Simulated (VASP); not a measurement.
Here is a VASP 6.6.1 calculation.

INCAR

```
SYSTEM = KF
PREC = Accurate
ENCUT = 600
EDIFF = 1E-6
ISMEAR = 0
SIGMA = 0.02
LREAL = .False.
LASPH = .True.
NELM = 100
ALGO = Normal
ISIF = 3
LWAVE = .False.
LCHARG = .False.
GGA = PE
IBRION = 2
NSW = 100
EDIFFG = -0.005
```

The input KPOINTS:

```
regular mesh
0
Gamma
  8 8 8
  0 0 0
```

File POSCAR:

```
KF
1.0
    3.2589550000      0.0000000000      0.0000000000
    0.0000000000      3.2589550000      0.0000000000
    0.0000000000      0.0000000000      3.2589550000
K F
1 1
Direct
    0.0000000000      0.0000000000      0.0000000000
    0.5000000000      0.5000000000      0.5000000000
```

Potentials or basis: VASP PAW PBE potentials, release 64 (K_sv, F).

Command:

```console
$ cat potpaw_PBE.64/K_sv/POTCAR potpaw_PBE.64/F/POTCAR > POTCAR
$ mpirun -np 1 vasp_std > vasp.out
```

Q: What does it give for the band gap on the k mesh?

A: 6.26 eV, indirect (least direct gap 6.31 eV).

Final structure:
```
CELL_PARAMETERS angstrom
3.25895 0.00000 0.00000
0.00000 3.25895 0.00000
0.00000 0.00000 3.25895
ATOMIC_POSITIONS crystal
K 0.00000 0.00000 0.00000
F 0.50000 0.50000 0.50000
```

Caveat: the relaxation stopped at its first step, so nothing moved. As with any semilocal functional, this PBE gap is likely too small.
